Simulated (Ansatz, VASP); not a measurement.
GaSb: programs and potentials compared

The starting cell:

```
CELL_PARAMETERS angstrom
0.00000 3.05900 3.05900
3.05900 0.00000 3.05900
3.05900 3.05900 0.00000
ATOMIC_POSITIONS crystal
Sb 0.75000 0.75000 0.75000
Ga 0.00000 0.00000 0.00000
```

Alike in all runs: task relaxation of cell and atoms; functional PBE; k mesh 8 × 8 × 8; occupations fermi-dirac, width 0.05 eV; no spin polarisation; no spin-orbit coupling.

| program and potentials | plane-wave cutoff (eV) | notes | equilibrium volume (Å³/atom) |
| --- | --- | --- | --- |
| Ansatz, all-electron LAPW, scalar-relativistic | - | - | 30.03 |
| VASP, PBE PAW files Ga, Sb, 580 eV | 580 | 4 valence electrons an atom on average | 30.13 |
| VASP, PBE PAW files Ga_d, Sb, 600 eV | 600 | 9 valence electrons an atom on average | 30.04 |
| VASP, PBE PAW files Ga_h, Sb, 980 eV | 980 | 9 valence electrons an atom on average | 29.97 |

The equilibrium volume spans 29.97 (VASP, PBE PAW files Ga_h, Sb, 980 eV) to 30.13 Å³/atom (VASP, PBE PAW files Ga, Sb, 580 eV), with all-electron results at 30.03. Relaxations stop with a little pressure left, so the last digit of a volume isn't settled.

The functional is the same throughout but for its coding, so the spread measures potentials, basis and numerics; runs on potential files found faulty are left out.

The four equilibrium volumes agree closely, and even the potential that keeps Ga 3d in the core, at 30.13 Å³/atom, stays near the all-electron 30.03. This fits the bonding: the tetrahedral framework is held together mainly by Ga and Sb s and p electrons, while the filled Ga 3d shell contributes only indirectly, through core-valence overlap and weak hybridisation with anion states. Letting that shell relax probably accounts for part of the smaller volumes with Ga_d and Ga_h. However, these two differ from each other by nearly as much as Ga_d differs from the frozen-d potential, so the contraction can't be assigned to 3d relaxation alone; the construction of the potentials may matter as much.

For the equilibrium volume, then, a frozen 3d shell is a serviceable approximation. The close agreement doesn't establish accuracy against experiment: PBE typically underbinds such semiconductors and overestimates their volumes, an error that all four calculations share and that better potentials would not remove.
